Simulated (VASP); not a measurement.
# Au (R-3c) in VASP: single point with PBE

Aim: the single point of Au with PBE.

Everything below comes from runs of VASP 6.6.1. Logs are shortened: lines on timing, memory, paths and dates and some standing lists are left out, and cuts for length are marked.

### 1 The crystal as given

The structure is trigonal, space group R-3c (No. 167). The conventional cell has a = 9.064 Å, b = 9.064 Å, c = 4.718 Å, α = 90.00°, β = 90.00°, γ = 120.00°. Around Au (site symmetry 2) lie 10 Au at 2.81 to 2.98 Å.

The cell was built by a generator and needn't be a form met in nature.

### 2 Single point, PBE

Contents of INCAR:

```
PREC = Accurate ; ENCUT = 520
EDIFF = 1E-6 ; ISMEAR = 0
SIGMA = 0.1 ; LREAL = F
LASPH = T ; NELM = 100
ALGO = Fast ; ISIF = 2
LWAVE = F ; LCHARG = F
GGA = PE ; NBANDS = 42
```

Contents of KPOINTS:

```
regular mesh
0
Gamma
  9 9 9
```

Contents of POSCAR:

```
Au
1.0
    4.5322047343      2.6166696234      1.5727237657
   -4.5322047343      2.6166696234      1.5727237657
    0.0000000000     -5.2333392468      1.5727237657
Au
6
Direct
    0.4350633768      0.2500000000      0.0649366232
    0.0649366232      0.4350633768      0.2500000000
    0.2500000000      0.0649366232      0.4350633768
    0.5649366232      0.7500000000      0.9350633768
    0.9350633768      0.5649366232      0.7500000000
    0.7500000000      0.9350633768      0.5649366232
```

Potentials or basis: VASP PAW PBE potentials, release 64 (Au).

Command:

```
$ cat potpaw_PBE.64/Au/POTCAR > POTCAR
$ mpirun -np 1 vasp_std > vasp.out
```

OUTCAR:

```text
PREC = Accurate
   ENCUT = 520
   EDIFF = 1E-6
   ISMEAR = 0
   LREAL = F
   LASPH = T
   NELM = 100
   ISIF = 2
   GGA = PE

 ion  position               nearest neighbor table
   1  0.435  0.250  0.065-   2 2.81   3 2.81   6 2.89   6 2.89   5 2.89   5 2.89   2 2.91   3 2.91
                             4 2.98   4 2.98
   2  0.065  0.435  0.250-   3 2.81   1 2.81   4 2.89   6 2.89   6 2.89   4 2.89   3 2.91   1 2.91
                             5 2.98   5 2.98
   3  0.250  0.065  0.435-   2 2.81   1 2.81   4 2.89   4 2.89   5 2.89   5 2.89   2 2.91   1 2.91
                             6 2.98   6 2.98
   4  0.565  0.750  0.935-   5 2.81   6 2.81   3 2.89   3 2.89   2 2.89   2 2.89   5 2.91   6 2.91
                             1 2.98   1 2.98
   5  0.935  0.565  0.750-   4 2.81   6 2.81   3 2.89   1 2.89   1 2.89   3 2.89   6 2.91   4 2.91
                             2 2.98   2 2.98
   6  0.750  0.935  0.565-   5 2.81   4 2.81   1 2.89   1 2.89   2 2.89   2 2.89   5 2.91   4 2.91
                             3 2.98   3 2.98

  LATTYP: Found a trigonal (rhomboedric) cell.
 ALAT       =     5.4645493606
 COS(alpha) =    -0.3757525593

  Lattice vectors:

 A1 = (   4.5322047343,   2.6166696234,   1.5727237657)
 A2 = (  -4.5322047343,   2.6166696234,   1.5727237657)
 A3 = (   0.0000000000,  -5.2333392468,   1.5727237657)

Analysis of symmetry for initial positions (statically):
=====================================================================
 Subroutine PRICEL returns:
 Original cell was already a primitive cell.

 Routine SETGRP: Setting up the symmetry group for a
 trigonal (rhombohedral) supercell.

 Subroutine GETGRP returns: Found 12 space group operations
 (whereof  6 operations were pure point group operations)
 out of a pool of 12 trial point group operations.

The static configuration has the point symmetry S_6 .
 The point group associated with its full space group is D_3d.

Analysis of symmetry for dynamics (positions and initial velocities):
=====================================================================
 Subroutine PRICEL returns:
 Original cell was already a primitive cell.

 Routine SETGRP: Setting up the symmetry group for a
 trigonal (rhombohedral) supercell.

 Subroutine GETGRP returns: Found 12 space group operations
 (whereof  6 operations were pure point group operations)
 out of a pool of 12 trial point group operations.

The dynamic configuration has the point symmetry S_6 .
 The point group associated with its full space group is D_3d.

 Subroutine INISYM returns: Found 12 space group operations
 (whereof  6 operations are pure point group operations),
 and found     1 'primitive' translations

----------------------------------------------------------------------------------------

                                     Primitive cell

  volume of cell :     111.9083

  direct lattice vectors                    reciprocal lattice vectors
     4.532204734  2.616669623  1.572723766     0.110321583  0.063694196  0.211946523
    -4.532204734  2.616669623  1.572723766    -0.110321583  0.063694196  0.211946523
     0.000000000 -5.233339247  1.572723766     0.000000000 -0.127388391  0.211946523

  length of vectors
     5.464549361  5.464549361  5.464549361     0.247283503  0.247283503  0.247283503

  position of ions in fractional coordinates (direct lattice)
     0.435063377  0.250000000  0.064936623
     0.064936623  0.435063377  0.250000000
     0.250000000  0.064936623  0.435063377
     0.564936623  0.750000000  0.935063377
     0.935063377  0.564936623  0.750000000
     0.750000000  0.935063377  0.564936623

  ion indices of the primitive-cell ions
   primitive index   ion index
                 1           1
                 2           2
                 3           3
                 4           4
                 5           5
                 6           6

----------------------------------------------------------------------------------------

 KPOINTS: regular mesh

Automatic generation of k-mesh.
 Grid dimensions read from file:
 generate k-points for:    9    9    9

 Generating k-lattice:

  Cartesian coordinates                     Fractional coordinates (reciprocal lattice)
     0.012257954  0.007077133  0.023549614     0.111111111  0.000000000 -0.000000000
    -0.012257954  0.007077133  0.023549614     0.000000000  0.111111111 -0.000000000
     0.000000000 -0.014154266  0.023549614    -0.000000000 -0.000000000  0.111111111

  Length of vectors
     0.027475945  0.027475945  0.027475945

  Shift w.r.t. Gamma in fractional coordinates (k-lattice)
     0.000000000  0.000000000  0.000000000

 Subroutine IBZKPT returns following result:
 ===========================================

 Found     85 irreducible k-points:

 Following reciprocal coordinates:
            Coordinates               Weight
  0.000000  0.000000  0.000000      1.000000
  0.111111  0.000000  0.000000      6.000000
  0.222222  0.000000  0.000000      6.000000
  0.333333  0.000000  0.000000      6.000000
  0.444444  0.000000  0.000000      6.000000
  0.111111  0.111111  0.000000      6.000000
[... 16 lines left out ...]
 -0.333333  0.333333  0.000000      6.000000
  0.444444  0.444444  0.000000      6.000000
 [... further k-points ...]
   k-points           NKPTS =     85   k-points in BZ     NKDIM =     85   number of bands    NBANDS=     42
   number of dos      NEDOS =    301   number of ions     NIONS =      6
   total plane-waves  NPLWV =  74088
   dimension x,y,z NGX =    42 NGY =   42 NGZ =   42
   dimension x,y,z NGXF=    84 NGYF=   84 NGZF=   84
   ions per type =               6
   NGX,Y,Z   is equivalent  to a cutoff of  12.78, 12.78, 12.78 a.u.
   NGXF,Y,Z  is equivalent  to a cutoff of  25.56, 25.56, 25.56 a.u.
 SYSTEM =  unknown system
   PREC   = accura    normal or accurate (medium, high low for compatibility)
   ISTART =      0    job   : 0-new  1-cont  2-samecut
   ICHARG =      2    charge: 1-file 2-atom 10-const
   ISPIN  =      1    spin polarized calculation?
   LNONCOLLINEAR =      F non collinear calculations
   LSORBIT =      F    spin-orbit coupling
   LASPH  =      T    aspherical Exc in radial PAW
   ENCUT  =  520.0 eV  38.22 Ry    6.18 a.u.  10.16 10.16 10.16*2*pi/ulx,y,z
   NELM   =    100;   NELMIN=  2; NELMDL= -5     # of ELM steps
   EDIFF  = 0.1E-05   stopping-criterion for ELM
   LREAL  =      F    real-space projection
   EDIFFG = 0.1E-04   stopping-criterion for IOM
   NSW    =      0    number of steps for IOM
   IBRION =     -1    ionic relax: 0-MD 1-quasi-New 2-CG
   NFREE  =      0    steps in history (QN), initial steepest desc. (CG)
   ISIF   =      2    stress and relaxation
   ISYM   =      2    0-nonsym 1-usesym 2-fastsym
   POTIM  = 0.5000    time-step for ionic-motion
   TEBEG  =    0.0;   TEEND  =   0.0 temperature during run
   PSTRESS=    0.0 pullay stress
   NELECT =      66.0000    total number of electrons
   NUPDOWN=      -1.0000    fix difference up-down
   EMIN   =  10.00;   EMAX   =-10.00  energy-range for DOS
   EFERMI =   0.00;   METHOD = LEGACY
   ISMEAR =     0;   SIGMA  =   0.10  broadening in eV -4-tet -1-fermi 0-gaus
   EFERMI_NEDOS =   21; number of points for ismear=-14 and -15
   IALGO  =     68    algorithm
   IMIX   =      4    mixing-type and parameters
     AMIX     =   0.40;   BMIX     =  1.00
     AMIX_MAG =   1.60;   BMIX_MAG =  1.00
  volume/ion in A,a.u.               =      18.65       125.87
  Fermi-wavevector in a.u.,A,eV,Ry     =   1.372889  2.594384 25.644592  1.884824
  Thomas-Fermi vector in A             =   2.498455
   LORBIT       =      0    0 simple, 1 ext, 2 COOP (PROOUT), +10 PAW based schemes
   GGA     = PE    functional components
   LHFCALC =     F    Hartree Fock is set to
   AEXX    =    0.0000 exact exchange contribution
   IVDW    =     0    specifies the selected vdW correction
   LEPSILON=     F    determine dielectric tensor
   LRPA    =     F    only Hartree local field effects (RPA)
 non-spin polarized calculation
 RMM-DIIS sequential band-by-band and
 Gauss-broadening in eV      SIGMA  =   0.10
  energy-cutoff  :      520.00
  volume of cell :      111.91
 maximum number of plane-waves:      3045
 NGX is ok and might be reduce to    42
   NGX = 21   NGY = 21   NGZ = 21

 number of electron      65.9999997 magnetization

 Free energy of the ion-electron system (eV)
  ---------------------------------------------------
  ext. energy  EPLUGINS =         0.00000000
  ---------------------------------------------------
  free energy    TOTEN  =       -18.99553552 eV

  energy without entropy =      -18.98566103  energy(sigma->0) =      -18.99059828

 E-fermi :   7.9575     XC(G=0): -12.1448

 val. band max:        7.9504133407   @ k =  -0.4444  -0.4444   0.1111
 cond. band min:       7.9589324247   @ k =  -0.4444  -0.4444   0.3333
 fundamental gap:      0.0085190840
 Fermi energy:         7.9574572094

 k-point     1 :       0.0000    0.0000    0.0000
  band No.  band energies     occupation
      1      -0.9168      2.00000
      2       2.2033      2.00000
      3       2.2033      2.00000
      4       2.2616      2.00000
      5       2.5874      2.00000
      6       2.6363      2.00000
[... 34 lines left out ...]
     41      12.9300      0.00000
     42      13.4135      0.00000

 k-point     2 :       0.1111    0.0000    0.0000
  band No.  band energies     occupation
      1      -0.7725      2.00000
      2       2.1209      2.00000
      3       2.1881      2.00000
      4       2.2762      2.00000
      5       2.4144      2.00000
      6       2.6605      2.00000
[... 34 lines left out ...]
     41      14.3796      0.00000
     42      14.7003      0.00000

 k-point     3 :       0.2222    0.0000    0.0000
  band No.  band energies     occupation
      1      -0.3542      2.00000
      2       1.9698      2.00000
      3       2.0237      2.00000
      4       2.2112      2.00000
      5       2.5651      2.00000
      6       2.7309      2.00000
[... 34 lines left out ...]
     41      15.6101      0.00000
     42      16.2444      0.00000

 k-point     4 :       0.3333    0.0000    0.0000
  band No.  band energies     occupation
      1       0.2862      2.00000
      2       1.7933      2.00000
      3       1.9530      2.00000
      4       2.1493      2.00000
      5       2.3435      2.00000
      6       2.5983      2.00000
[... 844 lines left out ...]
     41      15.3698      0.00000
     42      16.2215      0.00000

 k-point    23 :      -0.3333    0.3333    0.0000
  band No.  band energies     occupation
      1       0.0445      2.00000
      2       1.7246      2.00000
      3       2.1890      2.00000
      4       2.2141      2.00000
      5       2.2290      2.00000
      6       2.3126      2.00000
[... 34 lines left out ...]
     41      15.8750      0.00000
     42      16.0335      0.00000

 k-point    24 :       0.4444    0.4444    0.0000
  band No.  band energies     occupation
      1       0.9444      2.00000
      2       1.1891      2.00000
      3       2.0494      2.00000
      4       2.1050      2.00000
      5       2.2467      2.00000
      6       2.2608      2.00000
[... 34 lines left out ...]
     41      15.7476      0.00000
     42      16.2099      0.00000

 [... further k-points ...]

------------------------ aborting loop because EDIFF is reached ----------------------------------------

  FORCE on cell =-STRESS in cart. coord.  units (eV):
  Direction    XX          YY          ZZ          XY          YZ          ZX
  --------------------------------------------------------------------------------------
  -------------------------------------------------------------------------------------
  Total       -0.1242216     -0.1242216     -0.1206940     -0.0000000      0.0000000      0.0000000
  in kB       -1.7784659     -1.7784659     -1.7279622     -0.0000000      0.0000000      0.0000000
  external PRESSURE =      -1.7616313 kB  Pullay stress =       0.0000000 kB

 VOLUME and BASIS-vectors are now :
 -----------------------------------------------------------------------------
  energy-cutoff  :      520.00
  volume of cell :      111.91
      direct lattice vectors                 reciprocal lattice vectors
     4.532204734  2.616669623  1.572723766     0.110321583  0.063694196  0.211946523
    -4.532204734  2.616669623  1.572723766    -0.110321583  0.063694196  0.211946523
     0.000000000 -5.233339247  1.572723766     0.000000000 -0.127388391  0.211946523

 POSITION                                       TOTAL-FORCE (eV/Angst)
 -----------------------------------------------------------------------------------
      0.83875      1.45275      1.17954        -0.000635     -0.001099     -0.000000
     -1.67749      0.00000      1.17954         0.001270     -0.000000      0.000000
      0.83875     -1.45275      1.17954        -0.000635      0.001099     -0.000000
     -0.83875     -1.45275      3.53863         0.000635      0.001099     -0.000000
      1.67749      0.00000      3.53863        -0.001270     -0.000000      0.000000
     -0.83875      1.45275      3.53863         0.000635     -0.001099     -0.000000
 -----------------------------------------------------------------------------------
    total drift:                               -0.000000     -0.000000      0.000000

  FREE ENERGIE OF THE ION-ELECTRON SYSTEM (eV)
  ---------------------------------------------------
  free  energy   TOTEN  =       -18.9955355204 eV

  energy  without entropy=      -18.9856610298  energy(sigma->0) =      -18.99059828
```

It took 4.4 min on 1 thread of AMD EPYC 9R45 (Zen 5), shared host; peak memory 0.4 GiB.

Results:

* Free energy: -18.9955 eV
* Pressure: -0.2 GPa
* Band gap on the k mesh: none (metal or under the smearing width)
